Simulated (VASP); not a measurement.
Runs of VASP 6.6.1 on Hf7S. All rows change the cell; the cell of one of them follows. The structure is cubic, space group Fm-3m (No. 225). Conventional cell: a = 8.782 Å, b = 8.782 Å, c = 8.782 Å, α = 90.00°, β = 90.00°, γ = 90.00°. Hf (site symmetry m-3m) is surrounded by 12 Hf at 3.10 Å. Hf (site symmetry mmm) has 10 Hf at 3.10 Å and 2 S at 3.10 Å as nearest neighbours. S (site symmetry m-3m) is surrounded by 12 Hf at 3.10 Å. The cell was built by a generator and needn't be a form met in nature.

| task | cell | k mesh | cutoff (eV) | gap on the mesh (eV) | pressure (GPa) | relaxed volume (Å³/atom) |
| --- | --- | --- | --- | --- | --- | --- |
| single point | species swapped into the SbPt7 type (Fm-3m, No. 225) | 4 × 4 × 4 | 520 | none | -0.5 | - |
| single point | species swapped into the SbPt7 type (Fm-3m, No. 225) | 8 × 8 × 8 | 520 | none | -0.5 | - |
| relaxation of cell and atoms | relaxed from: species swapped into the SbPt7 type (Fm-3m, No. 225) | 4 × 4 × 4 | 600 | none | -0.1 | 21.08 |
| relaxation of cell and atoms | relaxed from: species swapped into the SbPt7 type (Fm-3m, No. 225) | 8 × 8 × 8 | 600 | none | 0.0 | (a) |

Alike in all rows: level PBE; potentials or basis VASP PAW PBE potentials, release 64 (Hf_pv, S); no spin polarisation; smearing gaussian 0.1 eV.

Q: Estimate the missing entries.

A: (a) 21.04.

Caveats: the volume moved by over 15 % at a fixed basis, so the end points are rough (some runs).

A k mesh can miss the band edges, and the runs leave out spin-orbit coupling on Hf.

A gap of «none» marks a metal or a gap under the smearing width.
